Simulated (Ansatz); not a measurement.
The system is KBr.

```
Br K
1.0
     0.00000    3.30000    3.30000
     3.30000    0.00000    3.30000
     3.30000    3.30000    0.00000
Br K
1 1
Direct
  0.50000 0.50000 0.50000
  0.00000 0.00000 0.00000
```

| Property | Result |
| --- | --- |
| Program | Ansatz 0.2.0 |
| Task | relaxation of cell and atoms |
| Functional | HF |
| Potentials or basis | Ansatz PAW |
| Cutoff | 420 eV (not typed: the program's choice for these potentials) |
| k mesh | 4 × 4 × 4 |
| Occupations | gaussian, width 0.1 eV |
| Spin | no spin polarisation |

At the start: volume 35.94 Å³/atom.

**Question.** How do energy, volume and symmetry change on relaxing?

**Answer.** It ends after 7 steps and the volume is 40.93 Å³/atom (+13.9 %); space group Fm-3m (No. 225, to 0.05 Å).

Step by step:
```csv
step,energy change (eV),largest force (eV/Å),volume (Å³)
1,0.0000,0.0000,71.87
2,-0.0376,0.0000,76.72
3,-0.0441,0.0000,80.46
4,-0.0434,0.0000,81.36
5,-0.0599,0.0000,81.36
6,-0.0593,0.0000,81.85
7,-0.0602,0.0000,81.85
```

Final structure:
```xyz
2
Lattice="0.0000 3.4462 3.4462 3.4462 0.0000 3.4462 3.4462 3.4462 0.0000" Properties=species:S:1:pos:R:3 pbc="T T T"
Br    3.4462    3.4462    3.4462
K     0.0000    0.0000    0.0000
```

Caveat: the plane-wave basis is chosen anew once the cell has moved, so the energies of steps on either side of that aren't comparable; the volume moved by +14 % from the deposited cell, more than functionals usually miss; the PAW data sets come from PBE, with cores solved anew for the run's functional, which leaves a small shift of forces and pressure.
